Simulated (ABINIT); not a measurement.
Input of an ABINIT 10.8.3 (patched build) run:

run.abi

```
pp_dirpath "./"
pseudos "Ni.upf"

acell 2.4572992075 2.4572992075 2.4572992075 Angstrom
rprim
     0.0000000000     0.7071067812     0.7071067812
     0.7071067812     0.0000000000     0.7071067812
     0.7071067812     0.7071067812     0.0000000000
ntypat 1
znucl 28
natom 1
typat 1
chkprim 0
chksymtnons 0
tolsym 1.0e-6
xred
            0.0            0.0            0.0

ecut 49.0
ecutsm 0.5

kptopt 1
ngkpt 10 10 10
nshiftk 1
shiftk 0.0 0.0 0.0

ixc 11

nband 14
occopt 3
tsmear 0.00183747

nsppol 2
spinat
     0.0000000000     0.0000000000     1.0000000000

nstep 80
tolvrs 1.0e-12

iomode 3
prteig 0
prtebands 0
prtwf 0
prtden 0

ionmov 2
optcell 2
ntime 50
tolmxf 2.0e-5
dilatmx 1.08
```

Potentials or basis: PseudoDojo NC SR PBE v0.4.1 standard.

Command:

```sh
$ mpirun --bind-to none -np 4 abinit run.abi > log 2>&1
```

(1) Estimate the site moments.

(2) What does it give for the band gap on the k mesh?

## Answers

(1) Ni +0.77 μB.

(2) none (metal or under the smearing width).
